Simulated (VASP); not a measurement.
# Li (Fm-3m) in VASP: a series of runs, part 2 of 2

VASP 6.6.1.

## (3) Relaxation of cell and atoms, PBE+D3(BJ)

Input file INCAR:

```
ALGO = Normal ; EDIFF = 1E-6
EDIFFG = -0.005 ; ENCUT = 600
GGA = PE ; IBRION = 2
ISIF = 3 ; ISMEAR = 0
IVDW = 12 ; LASPH = True
LCHARG = False ; LREAL = False
LWAVE = False ; NELM = 100
NSW = 100 ; PREC = Accurate
SIGMA = 0.1
```

Input file KPOINTS:

```
k-points
0
Gamma
  18 18 18
```

Input file POSCAR:

```
Li
1.0
    0.0000000000      2.0884826783      2.0884826783
    2.0884826783      0.0000000000      2.0884826783
    2.0884826783      2.0884826783      0.0000000000
Li
1
Direct
    0.0000000000      0.0000000000      0.0000000000
```

Potentials or basis: VASP PAW PBE potentials, release 64 (Li_sv).

The run is started by

```
> cat potpaw_PBE.64/Li_sv/POTCAR > POTCAR
> mpirun -np 1 vasp_std > vasp.out
```

OUTCAR:

```text
EDIFF = 1E-6
   EDIFFG = -0.005
   ENCUT = 600
   GGA = PE
   IBRION = 2
   ISIF = 3
   ISMEAR = 0
   IVDW = 12
   LASPH = True
   LREAL = False
   NELM = 100
   NSW = 100
   PREC = Accurate
 IVDW          = 12

 ion  position               nearest neighbor table
   1  0.000  0.000  0.000-

  LATTYP: Found a face centered cubic cell.
 ALAT       =     4.1769653566

  Lattice vectors:

 A1 = (   0.0000000000,   2.0884826783,   2.0884826783)
 A2 = (   2.0884826783,   0.0000000000,   2.0884826783)
 A3 = (   2.0884826783,   2.0884826783,   0.0000000000)

Analysis of symmetry for initial positions (statically):
=====================================================================
 Subroutine PRICEL returns:
 Original cell was already a primitive cell.

 Routine SETGRP: Setting up the symmetry group for a
 face centered cubic supercell.

 Subroutine GETGRP returns: Found 48 space group operations
 (whereof 48 operations were pure point group operations)
 out of a pool of 48 trial point group operations.

The static configuration has the point symmetry O_h .

Analysis of symmetry for dynamics (positions and initial velocities):
=====================================================================
 Subroutine PRICEL returns:
 Original cell was already a primitive cell.

 Routine SETGRP: Setting up the symmetry group for a
 face centered cubic supercell.

 Subroutine GETGRP returns: Found 48 space group operations
 (whereof 48 operations were pure point group operations)
 out of a pool of 48 trial point group operations.

The dynamic configuration has the point symmetry O_h .

 Subroutine INISYM returns: Found 48 space group operations
 (whereof 48 operations are pure point group operations),
 and found     1 'primitive' translations

----------------------------------------------------------------------------------------

                                     Primitive cell

  volume of cell :      18.2189

  direct lattice vectors                    reciprocal lattice vectors
     0.000000000  2.088482678  2.088482678    -0.239408258  0.239408258  0.239408258
     2.088482678  0.000000000  2.088482678     0.239408258 -0.239408258  0.239408258
     2.088482678  2.088482678  0.000000000     0.239408258  0.239408258 -0.239408258

  length of vectors
     2.953560528  2.953560528  2.953560528     0.414667267  0.414667267  0.414667267

  position of ions in fractional coordinates (direct lattice)
     0.000000000  0.000000000  0.000000000

  ion indices of the primitive-cell ions
   primitive index   ion index
                 1           1

----------------------------------------------------------------------------------------

 KPOINTS: k-points

Automatic generation of k-mesh.
 Grid dimensions read from file:
 generate k-points for:   18   18   18

 Generating k-lattice:

  Cartesian coordinates                     Fractional coordinates (reciprocal lattice)
    -0.013300459  0.013300459  0.013300459     0.055555556  0.000000000  0.000000000
     0.013300459 -0.013300459  0.013300459     0.000000000  0.055555556  0.000000000
     0.013300459  0.013300459 -0.013300459     0.000000000  0.000000000  0.055555556

  Length of vectors
     0.023037070  0.023037070  0.023037070

  Shift w.r.t. Gamma in fractional coordinates (k-lattice)
     0.000000000  0.000000000  0.000000000

 Subroutine IBZKPT returns following result:
 ===========================================

 Found    195 irreducible k-points:

 Following reciprocal coordinates:
            Coordinates               Weight
  0.000000  0.000000  0.000000      1.000000
  0.055556  0.000000  0.000000      8.000000
  0.111111  0.000000  0.000000      8.000000
  0.166667  0.000000  0.000000      8.000000
  0.222222  0.000000  0.000000      8.000000
  0.277778  0.000000  0.000000      8.000000
[... 16 lines left out ...]
 -0.277778  0.055556  0.000000     24.000000
 -0.222222  0.055556  0.000000     24.000000
 [... further k-points ...]
   k-points           NKPTS =    195   k-points in BZ     NKDIM =    195   number of bands    NBANDS=      5
   number of dos      NEDOS =    301   number of ions     NIONS =      1
   total plane-waves  NPLWV =  13824
   dimension x,y,z NGX =    24 NGY =   24 NGZ =   24
   dimension x,y,z NGXF=    48 NGYF=   48 NGZF=   48
   ions per type =               1
   NGX,Y,Z   is equivalent  to a cutoff of  13.51, 13.51, 13.51 a.u.
   NGXF,Y,Z  is equivalent  to a cutoff of  27.02, 27.02, 27.02 a.u.
 SYSTEM =  unknown system
   PREC   = accura    normal or accurate (medium, high low for compatibility)
   ISTART =      0    job   : 0-new  1-cont  2-samecut
   ICHARG =      2    charge: 1-file 2-atom 10-const
   ISPIN  =      1    spin polarized calculation?
   LNONCOLLINEAR =      F non collinear calculations
   LSORBIT =      F    spin-orbit coupling
   LASPH  =      T    aspherical Exc in radial PAW
   ENCUT  =  600.0 eV  44.10 Ry    6.64 a.u.   5.90  5.90  5.90*2*pi/ulx,y,z
   NELM   =    100;   NELMIN=  2; NELMDL= -5     # of ELM steps
   EDIFF  = 0.1E-05   stopping-criterion for ELM
   LREAL  =      F    real-space projection
   EDIFFG = -.5E-02   stopping-criterion for IOM
   NSW    =    100    number of steps for IOM
   IBRION =      2    ionic relax: 0-MD 1-quasi-New 2-CG
   NFREE  =      1    steps in history (QN), initial steepest desc. (CG)
   ISIF   =      3    stress and relaxation
   ISYM   =      2    0-nonsym 1-usesym 2-fastsym
   POTIM  = 0.5000    time-step for ionic-motion
   TEBEG  =    0.0;   TEEND  =   0.0 temperature during run
   PSTRESS=    0.0 pullay stress
   NELECT =       3.0000    total number of electrons
   NUPDOWN=      -1.0000    fix difference up-down
   EMIN   =  10.00;   EMAX   =-10.00  energy-range for DOS
   EFERMI =   0.00;   METHOD = LEGACY
   ISMEAR =     0;   SIGMA  =   0.10  broadening in eV -4-tet -1-fermi 0-gaus
   EFERMI_NEDOS =   21; number of points for ismear=-14 and -15
   IALGO  =     38    algorithm
   IMIX   =      4    mixing-type and parameters
     AMIX     =   0.40;   BMIX     =  1.00
     AMIX_MAG =   1.60;   BMIX_MAG =  1.00
  volume/ion in A,a.u.               =      18.22       122.95
  Fermi-wavevector in a.u.,A,eV,Ry     =   0.897307  1.695664 10.954864  0.805160
  Thomas-Fermi vector in A             =   2.019875
   LORBIT       =      0    0 simple, 1 ext, 2 COOP (PROOUT), +10 PAW based schemes
   GGA     = PE    functional components
   LHFCALC =     F    Hartree Fock is set to
   AEXX    =    0.0000 exact exchange contribution
   IVDW    =    12    specifies the selected vdW correction
   LEPSILON=     F    determine dielectric tensor
   LRPA    =     F    only Hartree local field effects (RPA)
 conjugate gradient relaxation of ions
 non-spin polarized calculation
 Gauss-broadening in eV      SIGMA  =   0.10
  energy-cutoff  :      600.00
  volume of cell :       18.22
 maximum number of plane-waves:       620
   NGX = 11   NGY = 11   NGZ = 11

--------------------------------------- Ionic step        1  -------------------------------------------

 number of electron       3.0000005 magnetization

 Free energy of the ion-electron system (eV)
  ---------------------------------------------------
  ext. energy  EPLUGINS =         0.00000000
  ---------------------------------------------------
  free energy    TOTEN  =        -1.89843470 eV

  energy without entropy =       -1.89688719  energy(sigma->0) =       -1.89766095

------------------------ aborting loop because EDIFF is reached ----------------------------------------

 Edisp (eV)   -0.18817

 E8    (eV) :    -0.0782
[... 69 lines left out ...]
--------------------------------------- Ionic step        3  -------------------------------------------

 number of electron       3.0000006 magnetization

 Free energy of the ion-electron system (eV)
  ---------------------------------------------------
  ext. energy  EPLUGINS =         0.00000000
  ---------------------------------------------------
  free energy    TOTEN  =        -1.89719478 eV

  energy without entropy =       -1.89565908  energy(sigma->0) =       -1.89642693

 E-fermi :   0.9633     XC(G=0):  -7.3269

 val. band max:        0.9588180711   @ k =   0.5000   0.2222   0.0556
 cond. band min:       1.0155704009   @ k =   0.5000   0.1111   0.0000
 fundamental gap:      0.0567523298
 Fermi energy:         0.9633363576

 k-point     1 :       0.0000    0.0000    0.0000
  band No.  band energies     occupation
      1     -45.3826      2.00000
      2      -2.7466      2.00000
      3      16.5056      0.00000
      4      16.5057      0.00000
      5      16.5057      0.00000
[... 177 lines left out ...]
 k-point    24 :      -0.2222    0.0556    0.0000
  band No.  band energies     occupation
      1     -45.3687      2.00000
      2      -1.6207      2.00000
      3       9.9022      0.00000
      4      14.1403      0.00000
      5      15.8546      0.00000

 [... further k-points ...]

------------------------ aborting loop because EDIFF is reached ----------------------------------------

 Edisp (eV)   -0.18946

 E8    (eV) :    -0.0788
[... 24 lines left out ...]
  FREE ENERGIE OF THE ION-ELECTRON SYSTEM (eV)
  ---------------------------------------------------
  free  energy   TOTEN  =        -2.0866535856 eV

  energy  without entropy=       -2.0851178832  energy(sigma->0) =       -2.08588573

 reached required accuracy - stopping structural energy minimisation
```

CONTCAR:

```text
Li
   1.00000000000000
    -0.0000000000000000    2.0837821469952029    2.0837821469952029
     2.0837821469952029    0.0000000000000000    2.0837821469952029
     2.0837821469952029    2.0837821469952029   -0.0000000000000000
  Li
     1
Direct
     0.0000000000000000    0.0000000000000000    0.0000000000000000

  0.00000000E+00  0.00000000E+00  0.00000000E+00
```

Run time: 11 s. Hardware: 1 thread of Intel Xeon Platinum 8488C (Sapphire Rapids), shared host; peak memory 0.15 GiB.

What came out:

- Free energy: -2.0867 eV
- Relaxed volume: 18.10 Å³/atom
- Relaxed cell: a = 2.947 Å, b = 2.947 Å, c = 2.947 Å, α = 60.00°, β = 60.00°, γ = 60.00°
- Space group after relaxing (to 0.05 Å): Fm-3m (No. 225)
- Energy gained by relaxing: 0.1 meV/atom
- Ionic steps: 3
- Pressure after relaxing: 0.0 GPa
- Band gap on the k mesh: none (metal or under the smearing width)
- Dispersion energy per atom: -0.189 eV

Final structure:
```
CELL_PARAMETERS angstrom
0.00000 2.08378 2.08378
2.08378 0.00000 2.08378
2.08378 2.08378 0.00000
ATOMIC_POSITIONS crystal
Li 0.00000 0.00000 0.00000
```

Caveat: the cutoff is under 1.25 times the usual one of these potentials, so pressure, stress and relaxed cells hold a basis-set (Pulay) error; pairwise dispersion overbinds metals, which lowers pressure and volume.

## (4) Single point, PBE+D3(BJ)

Input file INCAR:

```
ALGO = Normal
EDIFF = 1E-6
ENCUT = 520
GGA = PE
ISIF = 2
ISMEAR = 0
IVDW = 12
LASPH = True
LCHARG = True
LELF = True
LREAL = False
LVHAR = True
LWAVE = False
NBANDS = 8
NELM = 100
PREC = Accurate
SIGMA = 0.1
```

Input file KPOINTS:

```
k-points
0
Gamma
  16 16 16
```

Input file POSCAR:

```
Li
1.0
    0.0000000000      2.0884826781      2.0884826781
    2.0884826781      0.0000000000      2.0884826781
    2.0884826781      2.0884826781      0.0000000000
Li
1
Direct
    0.0000000000      0.0000000000      0.0000000000
```

The run is started by

```
> cat potpaw_PBE.64/Li_sv/POTCAR > POTCAR
> mpirun -np 1 vasp_std > vasp.out
```

It took 12 s on 1 thread of Intel Xeon Platinum 8259CL at 2.50GHz (Skylake/Cascade Lake), shared host; peak memory 0.15 GiB.

The run converged. Its results:

- Free energy: -2.0870 eV
- Band gap on the k mesh: none (metal or under the smearing width)
- Dispersion energy per atom: -0.188 eV

Levels at points of the mesh, in eV from the Fermi level:
| k point | band 1 | band 2 | band 3 | band 4 | band 5 | band 6 |
| --- | --- | --- | --- | --- | --- | --- |
| (0.00, 0.00, 0.00) | -46.33 | -3.67 | 15.50 | 15.50 | 15.50 | 19.55 |
| (0.50, 0.00, 0.00) | -46.30 | -0.04 | 3.32 | 13.64 | 13.64 | 17.76 |
| (0.50, 0.50, 0.00) | -46.29 | 1.63 | 5.13 | 9.08 | 9.08 | 11.37 |

Caveat: the cutoff is under 1.25 times the usual one of these potentials, so pressure, stress and relaxed cells hold a basis-set (Pulay) error; pairwise dispersion overbinds metals, which lowers pressure and volume.

## (5) The runs side by side

| task | cell | k mesh | cutoff (eV) | gap on the mesh (eV) |
| --- | --- | --- | --- | --- |
| single point | as given | 18 × 18 × 18 | 520 | none |
| relaxation of cell and atoms | relaxed | 18 × 18 × 18 | 600 | none |
| single point | as given | 16 × 16 × 16 | 520 | none |

Alike in all rows: level PBE+D3(BJ); potentials or basis VASP PAW PBE potentials, release 64 (Li_sv); no spin polarisation; smearing gaussian 0.1 eV.

Caveats: the cutoff is under 1.25 times the usual one of these potentials, so pressure, stress and relaxed cells hold a basis-set (Pulay) error; pairwise dispersion overbinds metals, which lowers pressure and volume.

Absolute energies hang on the potentials; compare differences alone.
